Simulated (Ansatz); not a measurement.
# NbP: the cost of one run

Computed with Ansatz 0.2.0 (DFT PBEsol, scalar-relativistic, plane waves, PAW, unless a step's input says otherwise).

3 further runs of the same task are left out: 3 set aside as unsound or not needed.

### 1 The structure to begin with

It takes space group I4_1md (No. 109, tetragonal). Conventional cell: a = 3.320 Å, b = 3.320 Å, c = 11.290 Å, α = 90.00°, β = 90.00°, γ = 90.00°. Nb (site symmetry 2mm) is surrounded by 6 P at 2.52 Å. Around P (site symmetry 2mm) lie 6 Nb at 2.52 Å.

Coordinates:

```
CELL_PARAMETERS angstrom
-3.32025 3.32025 0.00000
3.32025 3.32025 0.00000
1.66013 -1.66013 -5.64519
ATOMIC_POSITIONS crystal
Nb 0.74981 0.50000 0.49963
Nb 0.24981 0.00000 0.49963
Nb 0.24981 0.25000 0.99963
Nb 0.74981 0.75000 0.99963
P 0.16756 0.50000 0.33512
P 0.66756 0.00000 0.33512
P 0.66756 0.25000 0.83512
P 0.16756 0.75000 0.83512
```

It goes back to an entry of the Materials Project.

It is built from the cell relaxed beforehand with the same method (15.56 Å³/atom).

### 2 The reference: the undisturbed cell on the scan's mesh

Contents of input.yaml:

```yaml
crystal:
  lattice:
    - [-3.3202500371, 3.3202500371, 0.0]
    - [3.3202500371, 3.3202500371, 0.0]
    - [1.6601250185, -1.6601250185, -5.6451939432]
  atoms:
    - { symbol: Nb, position: [0.7498125512, 0.5, 0.4996251024] }
    - { symbol: Nb, position: [0.2498125512, 0.0, 0.4996251024] }
    - { symbol: Nb, position: [0.2498125512, 0.25, 0.9996251024] }
    - { symbol: Nb, position: [0.7498125512, 0.75, 0.9996251024] }
    - { symbol: P, position: [0.1675588738, 0.5, 0.3351177476] }
    - { symbol: P, position: [0.6675588738, 0.0, 0.3351177476] }
    - { symbol: P, position: [0.6675588738, 0.25, 0.8351177476] }
    - { symbol: P, position: [0.1675588738, 0.75, 0.8351177476] }
basis:
  ecutwfc: 420
kpoints:
  mp_grid: { grid: [8, 8, 8] }
hamiltonian:
  xc: pbesol
scf:
  occupations: { method: gaussian, width: 0.15 }
output:
  forces: true
  stress: true
  eigenvalues: true
  write_density: true
  write_potential: true
  elf: true
  volumetric_format: npy
```

Run with:

```console
> ansatz run input.yaml --threads 2 --pin off --max-ram 5120MiB --backend cpu --events-out ev --progress --plain --runs-dir out
```

What time and memory should one allow on 2 threads of Intel Xeon 6975P-C (Granite Rapids), shared host?

About 13 s, with a peak of 0.72 GiB.
